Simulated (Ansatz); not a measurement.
# TaN: what a change does to the field gradients

Base: an entry of the Crystallography Open Database (COD), whose atoms a relaxation with PBE at fixed cell left in place.

```
CELL_PARAMETERS angstrom
2.93800 0.00000 0.00000
-1.46900 2.54438 0.00000
0.00000 0.00000 2.88300
ATOMIC_POSITIONS crystal
Ta 0.33333 0.66667 0.50000
N 0.00000 0.00000 0.00000
```

Atoms are numbered from 1 in the order listed; like atoms form one site, named after its first atom.

Level of theory: DFT, PBE, plane waves and PAW, scalar-relativistic, collinear spin, 420 eV cutoff, Γ-centred 18×18×16 k-points, Fermi–Dirac smearing 0.05 eV (Ansatz 0.2.0). Start moments as typed (μB): 2 on each Ta, none on the rest.

(1) Variant: z stretched by 2 %, ions relaxed. What happens to the gradients (10²¹ V/m²)?

Results:

(1) 

| site | atoms | V_zz base | η base | V_zz variant | η variant |
| --- | --- | --- | --- | --- | --- |
| Ta | 1 | 5.22 | 0.00 | 6.89 | 0.00 |
| N | 2 | 0.099 | 0.00 | 0.48 | 0.00 |

The largest change of V_zz is on Ta, from 5.22 to 6.89. In per cent, |V_zz| changes by +32 on Ta (all sites that start above 2).

With no gap above 0.1 eV, as in a metal, the gradients converge slowly in k; expect changes of a tenth or more on a denser mesh. Without spin–orbit coupling the gradients at and beside Ta can be off by some per cent, at some sites by more. With these PAW files V_zz is typically within 2 to 3 % of all-electron values, but misses above 10 % occur on Ta. Semilocal functionals make gaps too small and can close them, so the real compound need not be a metal. The start moments die out, and the run ends without spin.
For the base: At this cell the principal stresses reach 5 GPa in size with PBE, which can matter for small gradients.
